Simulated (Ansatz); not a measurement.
# Co (P6_3/mmc) in Ansatz: further runs

The runs below take Co through single point, with PBEsol.

Program: Ansatz 0.2.0. These are calculated values, not measurements. Logs are shortened: lines on timing, memory, paths and dates and some standing lists are left out, and cuts for length are marked.

## 1. The structure

It takes space group P6_3/mmc (No. 194, hexagonal). The conventional cell has a = 2.472 Å, b = 2.472 Å, c = 4.021 Å, α = 90.00°, β = 90.00°, γ = 120.00°. Around Co (site symmetry -6m2) lie 12 Co at 2.47 Å.

## 2. Single point, PBEsol, collinear spin, ferromagnetic start

Contents of input.yaml:

```yaml
crystal:
  lattice:
    - [2.4719999032, 0.0, 0.0]
    - [-1.2359999516, 2.1408147143, 0.0]
    - [0.0, 0.0, 4.02114408]
  atoms:
    - { symbol: Co, position: [0.6666666667, 0.3333333333, 0.75], spin: 2.0 }
    - { symbol: Co, position: [0.3333333333, 0.6666666667, 0.25], spin: 2.0 }
kpoints:
  mp_grid: { grid: [12, 12, 7] }
scf:
  occupations: { method: fermi_dirac, width: 0.05 }
hamiltonian:
  xc: pbesol
  pseudopotentials: { kind: all_electron, lapw: { basis_error: 0.001 } }
magnetization:
  spin_polarized: true
output:
  forces: true
  stress: true
  eigenvalues: true
```

Potentials or basis: all-electron LAPW, scalar-relativistic.

Launch:

```sh
$ ansatz run input.yaml --threads 2 --pin off --max-ram 6144MiB --backend cpu --events-out ev --progress --plain --runs-dir out
```

The program printed:

```text
Warning: RAYON_NUM_THREADS=2 ignored (pool sized by the plan → 2); use --threads N
LAPW: plane waves up to 9.095 Å⁻¹, error target 1.0e-3 eV per atom; small_component_spin mean_spin; Co in spheres of 1.233 Å, 17 of its electrons in bands, Dirac shells [] (how accurate: hamiltonian.pseudopotentials.lapw.basis_error, Limitations)
Engine: ansatz 0.2.0, aarch64-unknown-linux-gnu
Pseudopotentials: kind: all_electron
Pseudopotential: Co, LAPW, valence charge 17, lapw/all_electron/scalar/gaussian/Co, Koelling and Harmon's equation, gaussian nucleus
Functional definition: PBEsol
  exchange = pbesol_x
  correlation = pbesol_c
Crystal: 2 atoms, lattice volume = 21.280 Å³
Basis set: ecut = 315.1384648011803 eV, 287 PW (Γ), exchange–correlation at level 2
Bands: 23, of which v1, the nominal top of the filled ones, is band 17 counted from 1 (16 counted from 0)
Symmetry: 24 space group operations
Space group: P63/mmc (ITA 194), of the structure as read, at distance tolerance 2.8e-5 Å
Magnetic group: BNS 194.263 (UNI 1493), of the structure as read, at distance tolerance 2.8e-5 Å
k-points: 76 of 1008
Non-local potential: Co, projectors of the file, none
Initial density: superposition of atomic densities (chi_scale 0.1, normalization cell)
Starting moments: Σ|m| = 4 μB on 2 of 2 sites
Initial wavefunctions: plane waves of lowest kinetic energy (no species holds an atomic orbital)
Functional: x = pbesol(κ = 0.804, μ = 0.12345679012345678), c = pbesol(β = 0.046)
iter 1 solved again at ethr=3.04e-5 eV; its pass at ethr=1.00e-1 eV (dr2=1.03e-2 eV) is discarded
SCF iter   1: F=—  HF=-75768.711379 eV  |F-HF|=—  |Δ(HF+E_count)|=         —  Δρ=1.85e-2 (↑1.85e-2 ↓1.85e-2)  dr2=1.04e-2  dr2_m=6.26e-2  M=3.244 μB ∫|m|=3.360 μB  β_m=0.30  ethr=3.04e-5  ⟨swp⟩=3.4  Hψ=27100  notcnv=0
Mixer restart at iter 1: flushing history
preconditioner: auto → none  [metal: Δε(μ)=0.004 eV  Ē_g=9.766 eV  σ=0.050 eV  W_gap=0.02  n_scr=8 (ndim 8)  ℏωp=34.2 eV  f_vac=0.000  D(μ)=1.94/eV (n_scr^D=22)  sad-step TF]
SCF iter   2: F=—  HF=-75768.777775 eV  |F-HF|=—  |Δ(HF+E_count)|=   6.64e-2  Δρ=1.33e-2 (↑1.30e-2 ↓1.33e-2)  dr2=6.34e-3  dr2_m=3.18e-2  M=3.233 μB ∫|m|=3.385 μB  β_m=0.43  ethr=3.04e-5  ⟨swp⟩=2.5  Hψ=9974  notcnv=0
SCF iter   3: F=—  HF=-75768.833120 eV  |F-HF|=—  |Δ(HF+E_count)|=   5.53e-2  Δρ=6.24e-3 (↑5.99e-3 ↓6.24e-3)  dr2=1.59e-3  dr2_m=6.57e-3  M=3.203 μB ∫|m|=3.414 μB  β_m=0.44  ethr=1.86e-5  ⟨swp⟩=3.0  Hψ=10917  notcnv=0
iter 4 solved again at ethr=3.02e-7 eV; its pass at ethr=4.67e-6 eV (dr2=1.03e-4 eV) is discarded
SCF iter   4: F=—  HF=-75768.853020 eV  |F-HF|=—  |Δ(HF+E_count)|=   1.99e-2  Δρ=1.48e-3 (↑1.14e-3 ↓1.48e-3)  dr2=1.02e-4  dr2_m=2.98e-4  M=3.193 μB ∫|m|=3.450 μB  β_m=0.72  ethr=3.02e-7  ⟨swp⟩=2.0  Hψ=17408  notcnv=0
SCF iter   5: F=—  HF=-75768.855560 eV  |F-HF|=—  |Δ(HF+E_count)|=   2.54e-3  Δρ=2.09e-4 (↑1.64e-4 ↓2.09e-4)  dr2=1.09e-6  dr2_m=6.28e-6  M=3.198 μB ∫|m|=3.482 μB  β_m=0.77  ethr=3.01e-7  ⟨swp⟩=3.0  Hψ=10974  notcnv=0
SCF iter   6: F=—  HF=-75768.855622 eV  |F-HF|=—  |Δ(HF+E_count)|=   6.18e-5  Δρ=2.54e-5 (↑2.54e-5 ↓1.96e-5)  dr2=1.06e-7  dr2_m=6.42e-8  M=3.198 μB ∫|m|=3.487 μB  β_m=0.83  ethr=3.21e-9  ⟨swp⟩=3.1  Hψ=11013  notcnv=0
SCF iter   7: F=—  HF=-75768.855622 eV  |F-HF|=—  |Δ(HF+E_count)|=   5.32e-7  Δρ=5.39e-6 (↑2.56e-6 ↓5.39e-6)  dr2=4.03e-9  dr2_m=2.22e-9  M=3.198 μB ∫|m|=3.487 μB  β_m=0.84  ethr=3.11e-10  ⟨swp⟩=2.9  Hψ=10114  notcnv=0
SCF iter   8: F=-75768.855622 eV  HF=-75768.855622 eV  |F-HF|=1.32e-9  |Δ(HF+E_count)|=   3.15e-8  Δρ=1.49e-6 (↑7.67e-7 ↓1.49e-6)  dr2=2.35e-10  dr2_m=1.92e-10  M=3.198 μB ∫|m|=3.487 μB  ethr=1.19e-11  ⟨swp⟩=3.0  Hψ=10484  notcnv=0
SCF 1 converged in 8 iterations: F = -75768.855622 eV  dr2 = 2.35e-10
SCF converged after 8 iterations
Magnetization: 3.1984 μB (18.5992 up, 15.4008 down)
Absolute magnetization: 3.4872 μB (∫|ρ↑−ρ↓|)
Spin contamination: 0.0486 ħ² per cell (⟨S²⟩ above its minimum at these occupations)
Per-site moments (μB) at R_I (Å): [(1.6475210694768325, 1.2328146238691469), (1.6475210694768325, 1.2328146238691469)]
Free energy (F): -75768.855622 eV
Harris-Foulkes:  -75768.855622 eV  (|F-HF|=1.32e-9)
Internal energy: -75768.839813 eV  (E = F + TS)
E sigma→0 (E₀):  -75768.847718 eV
Entropy (-TS):   -0.015809 eV (-7.905 meV/atom)
Fermi energy:    19.347736 eV
--- Per-component energies (eV) ---
  E_band       = -463.143181
  E_kinetic    = 76885.199940
  E_xc         = -3181.844523
  E_electrostatic = -149472.195230  (all electrons and nuclei)
  E_smearing   = -0.015809  (= −TS)
  E_closure    = 0.000000  (closes the sum)
  E_atoms      = -75750.878730  (free atoms, spherical and without spin; not in F)
  Σ components = -75768.855622   (vs F -75768.855622, Δ=0.00e0)
  Basis errors (estimates in eV, not in F): energy 2.2e-4 per atom: plane waves 2.1e-4 (1.1e-4 summed), levels above the bands 2.3e-87, relativity 1.8e-8, radial functions 7.2e-6, core shells 1.0e-9; eigenvalues (radial functions only) 9.9e-7; not estimated: angular momenta, meshes, grids; target (lapw.basis_error) 1.0e-3; muffin-tin radii Co 1.233 Å
--- Forces (eV/Å), atoms counted from 1 ---
  atom   1  Co    -0.00000000    -0.00000000     0.00000000
  atom   2  Co    -0.00000000     0.00000000     0.00000000
  max |Σ_I F_I| component: 2.31e-17 eV/Å
--- Stress (GPa, compression-positive) ---
       -4.903773       0.000000       0.000000
        0.000000      -4.903773       0.000000
        0.000000       0.000000      -7.718281
  P = ⅓ Tr σ = -5.8419 GPa (-58.419 kbar)
--- Band table (eV; the first three rows and the last of 152) ---
  k-point 0 ↑: bands = ["-76.4046", "-76.3432", "-39.9555", "-39.6480", "-39.6480", "-39.6039", "-39.5981", "-39.5981", "10.1651", "14.0469", "16.6782", "16.7373", "16.7373", "17.0585", "17.0585", "17.4482", "17.4482", "18.5772", "18.5772", "19.0435", "25.7233", "41.2829", "44.1190"]
  k-point 1 ↑: bands = ["-76.4016", "-76.3463", "-39.9384", "-39.6456", "-39.6456", "-39.6216", "-39.6006", "-39.6006", "10.3723", "13.9951", "16.6239", "16.6874", "16.6874", "17.0029", "17.0029", "17.5727", "17.5727", "18.3054", "18.5648", "18.5648", "26.8768", "41.1765", "42.9623"]
  k-point 2 ↑: bands = ["-76.3931", "-76.3548", "-39.8901", "-39.6709", "-39.6386", "-39.6386", "-39.6075", "-39.6075", "10.9741", "13.7101", "16.4870", "16.6269", "16.6269", "16.8699", "16.8699", "17.0931", "17.8410", "17.8410", "18.5044", "18.5044", "29.4475", "39.3987", "41.6041"]
  k-point 75 ↓: bands = ["-74.3031", "-74.3031", "-37.9186", "-37.9186", "-37.8567", "-37.8315", "-37.6915", "-37.6915", "16.6079", "16.6868", "16.7095", "16.7095", "17.5651", "17.5651", "19.0419", "19.3103", "20.4680", "20.4680", "25.7785", "25.7785", "26.9007", "28.1552", "29.8160"]
```

It took 13 s on 2 threads of Arm Neoverse V2, shared host; peak memory 0.51 GiB.

What came out:

| Property | Result |
| --- | --- |
| Free energy | -75768.8556 eV |
| Pressure | -5.8 GPa |
| Band gap on the k mesh | none (metal or under the smearing width) |
| Net moment | 3.20 μB per cell |
| Absolute moment | 3.49 μB per cell |
| Site moments | Co +1.65 μB |

Levels at points of the mesh, in eV from the Fermi level:
Spin up:
```
            k point  band 16  band 17  band 18  band 19  band 20  band 21  band 22  band 23
 (0.00, 0.00, 0.00)    -1.90    -1.90    -0.77    -0.77    -0.30     6.38    21.94    24.77
(0.00, -0.50, 0.00)    -0.61    -0.54    -0.46     1.33     3.37     9.67    10.33    12.77
```
Spin down:
| k point | band 13 | band 14 | band 15 | band 16 | band 17 | band 18 |
| --- | --- | --- | --- | --- | --- | --- |
| (0.00, 0.00, 0.00) | -0.99 | -0.62 | -0.62 | -0.29 | -0.15 | -0.15 |
| (0.00, -0.50, 0.00) | -1.13 | -1.10 | -0.66 | 1.26 | 1.36 | 1.42 |

## 3. Single point, PBEsol

Contents of input.yaml:

```yaml
crystal:
  lattice:
    - [2.4719999032, 0.0, 0.0]
    - [-1.2359999516, 2.1408147143, 0.0]
    - [0.0, 0.0, 4.02114408]
  atoms:
    - { symbol: Co, position: [0.6666666667, 0.3333333333, 0.75] }
    - { symbol: Co, position: [0.3333333333, 0.6666666667, 0.25] }
kpoints:
  mp_grid: { grid: [12, 12, 7] }
scf:
  occupations: { method: fermi_dirac, width: 0.05 }
hamiltonian:
  xc: pbesol
  pseudopotentials: { kind: all_electron, lapw: { basis_error: 0.001 } }
output:
  forces: true
  stress: true
  eigenvalues: true
```

Potentials or basis: all-electron LAPW, scalar-relativistic.

Launch:

```sh
$ ansatz run input.yaml --threads 2 --pin off --max-ram 6144MiB --backend cpu --events-out ev --progress --plain --runs-dir out
```

Wall time 5.2 s (2 threads of Arm Neoverse V2, shared host); peak memory 0.34 GiB.

Results (log left out):

| Property | Result |
| --- | --- |
| Free energy | -75768.4518 eV |
| Pressure | -17.5 GPa |
| Band gap on the k mesh | none (metal or under the smearing width) |

Stress tensor (GPa, compression positive):
```
-16.79   0.00   0.00
  0.00 -16.79   0.00
  0.00   0.00 -18.93
```

Levels at points of the mesh, in eV from the Fermi level:
```
            k point  band 14  band 15  band 16  band 17  band 18  band 19  band 20  band 21
 (0.00, 0.00, 0.00)    -1.50    -1.50    -1.08    -1.08    -0.26     0.10     0.10     6.87
(0.00, -0.50, 0.00)    -1.86    -1.48     0.26     0.34     0.42     1.89     3.84     9.91
```

Caveat: the run has no spin polarisation, though such a crystal can be magnetic. Spin polarisation is off, so any magnetic state and its effect on volume and gap are missing.

## 4. Single point, PBEsol, collinear spin, antiferromagnetic start

Contents of input.yaml:

```yaml
crystal:
  lattice:
    - [2.4719999032, 0.0, 0.0]
    - [-1.2359999516, 2.1408147143, 0.0]
    - [0.0, 0.0, 4.02114408]
  atoms:
    - { symbol: Co, position: [0.6666666667, 0.3333333333, 0.75], spin: 2.0 }
    - { symbol: Co, position: [0.3333333333, 0.6666666667, 0.25], spin: -2.0 }
kpoints:
  mp_grid: { grid: [12, 12, 7] }
scf:
  occupations: { method: fermi_dirac, width: 0.05 }
hamiltonian:
  xc: pbesol
  pseudopotentials: { kind: all_electron, lapw: { basis_error: 0.001 } }
magnetization:
  spin_polarized: true
output:
  forces: true
  stress: true
  eigenvalues: true
```

Potentials or basis: all-electron LAPW, scalar-relativistic.

Launch:

```sh
$ ansatz run input.yaml --threads 2 --pin off --max-ram 6144MiB --backend cpu --events-out ev --progress --plain --runs-dir out
```

The program printed:

```text
Warning: RAYON_NUM_THREADS=2 ignored (pool sized by the plan → 2); use --threads N
LAPW: plane waves up to 9.095 Å⁻¹, error target 1.0e-3 eV per atom; small_component_spin mean_spin; Co in spheres of 1.233 Å, 17 of its electrons in bands, Dirac shells [] (how accurate: hamiltonian.pseudopotentials.lapw.basis_error, Limitations)
[... 6 set-up lines as earlier in the session ...]
Crystal: 2 atoms, lattice volume = 21.280 Å³
Basis set: ecut = 315.1384648011803 eV, 287 PW (Γ), exchange–correlation at level 2
Bands: 23, of which v1, the nominal top of the filled ones, is band 17 counted from 1 (16 counted from 0)
Symmetry: 12 space group operations
Space group: P-6m2 (ITA 187), of the structure as read, at distance tolerance 2.8e-5 Å
Magnetic group: BNS 194.267 (UNI 1497), of the structure as read, at distance tolerance 2.8e-5 Å
k-points: 76 of 1008 (time reversal used)
[... 2 set-up lines as earlier in the session ...]
Starting moments: Σ|m| = 4 μB on 2 of 2 sites
Starting magnetic order: antiferromagnet; an inversion exchanges its spin sublattices: spin-degenerate at every k-point
[... 38 lines left out ...]
Internal energy: -75768.839815 eV  (E = F + TS)
E sigma→0 (E₀):  -75768.847720 eV
Entropy (-TS):   -0.015810 eV (-7.905 meV/atom)
Fermi energy:    19.347739 eV
--- Per-component energies (eV) ---
  E_band       = -463.143873
  E_kinetic    = 76885.203177
  E_xc         = -3181.844823
  E_electrostatic = -149472.198169  (all electrons and nuclei)
  E_smearing   = -0.015810  (= −TS)
  E_closure    = 0.000000  (closes the sum)
  E_atoms      = -75750.878730  (free atoms, spherical and without spin; not in F)
  Σ components = -75768.855625   (vs F -75768.855625, Δ=0.00e0)
  Basis errors (estimates in eV, not in F): energy 2.2e-4 per atom: plane waves 2.1e-4 (1.1e-4 summed), levels above the bands 2.3e-87, relativity 1.8e-8, radial functions 4.8e-6, core shells 1.0e-9; eigenvalues (radial functions only) 9.9e-7; not estimated: angular momenta, meshes, grids; target (lapw.basis_error) 1.0e-3; muffin-tin radii Co 1.233 Å
--- Forces (eV/Å), atoms counted from 1 ---
  atom   1  Co     0.00000000    -0.00000000     0.00000000
  atom   2  Co     0.00000000     0.00000000     0.00000000
  max |Σ_I F_I| component: 0.00e0 eV/Å
--- Stress (GPa, compression-positive) ---
       -4.904072       0.000000       0.000000
        0.000000      -4.904072       0.000000
        0.000000       0.000000      -7.716710
  P = ⅓ Tr σ = -5.8416 GPa (-58.416 kbar)
--- Band table (eV; the first three rows and the last of 152) ---
  k-point 0 ↑: bands = ["-74.3836", "-74.3178", "-37.9992", "-37.6735", "-37.6735", "-37.6200", "-37.6200", "-37.6173", "10.2223", "14.9894", "18.2925", "18.3561", "18.3561", "18.7308", "18.7308", "19.0562", "19.1973", "19.1973", "20.4447", "20.4447", "26.7786", "41.1067", "44.3058"]
  k-point 1 ↑: bands = ["-74.3803", "-74.3210", "-37.9806", "-37.6709", "-37.6709", "-37.6365", "-37.6226", "-37.6226", "10.4305", "14.8296", "18.2230", "18.3042", "18.3042", "18.5790", "18.6674", "18.6674", "19.3332", "19.3332", "20.4332", "20.4332", "27.7799", "40.9645", "43.0856"]
  k-point 2 ↑: bands = ["-74.3712", "-74.3302", "-37.9283", "-37.6902", "-37.6635", "-37.6635", "-37.6301", "-37.6301", "11.0385", "14.2167", "17.8957", "18.0382", "18.2408", "18.2408", "18.5166", "18.5166", "19.6309", "19.6309", "20.3701", "20.3701", "30.1488", "39.5449", "41.5813"]
  k-point 75 ↓: bands = ["-76.3296", "-76.3296", "-39.8764", "-39.8764", "-39.8168", "-39.7937", "-39.6703", "-39.6703", "15.4120", "15.4120", "15.4436", "15.6056", "16.3456", "16.3456", "17.3810", "17.5856", "18.6253", "18.6253", "25.0740", "25.0740", "26.0834", "27.4168", "29.1255"]
```

Wall time 54 s (2 threads of Arm Neoverse V2, shared host); peak memory 0.48 GiB.

Results:

| Property | Result |
| --- | --- |
| Free energy | -75768.8556 eV |
| Pressure | -5.8 GPa |
| Band gap on the k mesh | none (metal or under the smearing width) |
| Net moment | -3.20 μB per cell |
| Absolute moment | 3.49 μB per cell |
| Site moments | Co -1.65 μB |

Stress tensor (GPa, compression positive):
```
-4.90  0.00  0.00
 0.00 -4.90  0.00
 0.00  0.00 -7.72
```

Caveat: the starting moments weren't kept.

## 5. Single point, PBEsol, collinear spin, ferrimagnetic start

Edit input.yaml of step 4 so:

```diff
@@ -7,3 +7,3 @@
     - { symbol: Co, position: [0.6666666667, 0.3333333333, 0.75], spin: 2.0 }
-    - { symbol: Co, position: [0.3333333333, 0.6666666667, 0.25], spin: -2.0 }
+    - { symbol: Co, position: [0.3333333333, 0.6666666667, 0.25], spin: -1.0 }
 kpoints:
```

Potentials or basis: all-electron LAPW, scalar-relativistic.

Launch:

```sh
$ ansatz run input.yaml --threads 2 --pin off --max-ram 6144MiB --backend cpu --events-out ev --progress --plain --runs-dir out
```

The program printed:

```text
Warning: RAYON_NUM_THREADS=2 ignored (pool sized by the plan → 2); use --threads N
LAPW: plane waves up to 9.095 Å⁻¹, error target 1.0e-3 eV per atom; small_component_spin mean_spin; Co in spheres of 1.233 Å, 17 of its electrons in bands, Dirac shells [] (how accurate: hamiltonian.pseudopotentials.lapw.basis_error, Limitations)
[... 6 set-up lines as earlier in the session ...]
Crystal: 2 atoms, lattice volume = 21.280 Å³
Basis set: ecut = 315.1384648011803 eV, 287 PW (Γ), exchange–correlation at level 2
Bands: 23, of which v1, the nominal top of the filled ones, is band 17 counted from 1 (16 counted from 0)
[... 2 set-up lines as earlier in the session ...]
Magnetic group: BNS 187.209 (UNI 1439), of the structure as read, at distance tolerance 2.8e-5 Å
k-points: 76 of 1008 (time reversal used)
[... 2 set-up lines as earlier in the session ...]
Starting moments: Σ|m| = 3 μB on 2 of 2 sites
[... 24 lines left out ...]
Per-site moments (μB) at R_I (Å): [(1.6475241307345936, 1.2328146238691469), (1.6475230870270412, 1.2328146238691469)]
Free energy (F): -75768.855622 eV
Harris-Foulkes:  -75768.855622 eV  (|F-HF|=7.28e-11)
Internal energy: -75768.839813 eV  (E = F + TS)
E sigma→0 (E₀):  -75768.847718 eV
Entropy (-TS):   -0.015809 eV (-7.905 meV/atom)
Fermi energy:    19.347725 eV
--- Per-component energies (eV) ---
  E_band       = -463.143598
  E_kinetic    = 76885.202135
  E_xc         = -3181.844717
  E_electrostatic = -149472.197231  (all electrons and nuclei)
  E_smearing   = -0.015809  (= −TS)
  E_closure    = 0.000000  (closes the sum)
  E_atoms      = -75750.878730  (free atoms, spherical and without spin; not in F)
  Σ components = -75768.855622   (vs F -75768.855622, Δ=0.00e0)
  Basis errors (estimates in eV, not in F): energy 2.2e-4 per atom: plane waves 2.1e-4 (1.1e-4 summed), levels above the bands 2.3e-87, relativity 1.8e-8, radial functions 7.2e-6, core shells 1.0e-9; eigenvalues (radial functions only) 9.9e-7; not estimated: angular momenta, meshes, grids; target (lapw.basis_error) 1.0e-3; muffin-tin radii Co 1.233 Å
--- Forces (eV/Å), atoms counted from 1 ---
  atom   1  Co     0.00000000    -0.00000000     0.00000000
  atom   2  Co     0.00000000     0.00000000     0.00000000
  max |Σ_I F_I| component: 1.85e-17 eV/Å
--- Stress (GPa, compression-positive) ---
       -4.903657       0.000000       0.000000
        0.000000      -4.903657       0.000000
        0.000000       0.000000      -7.717974
  P = ⅓ Tr σ = -5.8418 GPa (-58.418 kbar)
--- Band table (eV; the first three rows and the last of 152) ---
  k-point 0 ↑: bands = ["-76.4046", "-76.3432", "-39.9555", "-39.6481", "-39.6481", "-39.6039", "-39.5981", "-39.5981", "10.1651", "14.0469", "16.6783", "16.7373", "16.7373", "17.0584", "17.0584", "17.4482", "17.4482", "18.5772", "18.5772", "19.0435", "25.7233", "41.2829", "44.1190"]
  k-point 1 ↑: bands = ["-76.4016", "-76.3463", "-39.9383", "-39.6456", "-39.6456", "-39.6215", "-39.6006", "-39.6006", "10.3722", "13.9951", "16.6239", "16.6874", "16.6874", "17.0028", "17.0028", "17.5726", "17.5726", "18.3054", "18.5648", "18.5648", "26.8768", "41.1765", "42.9623"]
  k-point 2 ↑: bands = ["-76.3931", "-76.3548", "-39.8901", "-39.6709", "-39.6387", "-39.6387", "-39.6076", "-39.6076", "10.9741", "13.7101", "16.4871", "16.6269", "16.6269", "16.8699", "16.8699", "17.0931", "17.8410", "17.8410", "18.5044", "18.5044", "29.4475", "39.3987", "41.6041"]
  k-point 75 ↓: bands = ["-74.3031", "-74.3031", "-37.9186", "-37.9186", "-37.8568", "-37.8315", "-37.6915", "-37.6915", "16.6080", "16.6868", "16.7095", "16.7095", "17.5651", "17.5651", "19.0419", "19.3103", "20.4680", "20.4680", "25.7785", "25.7785", "26.9007", "28.1552", "29.8160"]
```

It took 29 s on 2 threads of Arm Neoverse V2, shared host; peak memory 0.5 GiB.

What came out:

| Quantity | Value |
| --- | --- |
| Free energy | -75768.8556 eV |
| Pressure | -5.8 GPa |
| Band gap on the k mesh | none (metal or under the smearing width) |
| Net moment | 3.20 μB per cell |
| Absolute moment | 3.49 μB per cell |
| Site moments | Co +1.65 μB |

Stress tensor (GPa, compression positive):
```
-4.90  0.00  0.00
 0.00 -4.90  0.00
 0.00  0.00 -7.72
```

Caveat: the starting moments weren't kept.

## 6. Overview

| spin | gap on the mesh (eV) | pressure (GPa) | moment (μB) |
| --- | --- | --- | --- |
| collinear, ferromagnetic start | none | -5.8 | 3.20 |
| off | none | -17.5 | - |
| collinear, antiferromagnetic start | none | -5.8 | 3.20 |
| collinear, ferrimagnetic start | none | -5.8 | 3.20 |

Alike in all rows: task single point; level PBEsol; potentials or basis all-electron LAPW, scalar-relativistic; cell as given; k mesh 12 × 12 × 7; cutoff (eV) 315; smearing fermi-dirac 0.05 eV; basis error allowed 0.001 eV/atom.

Every run on the cell as given and a fine mesh finds a metal.

Caveats: the starting moments weren't kept (some runs).

Compare energies only between runs with the same functional and basis.
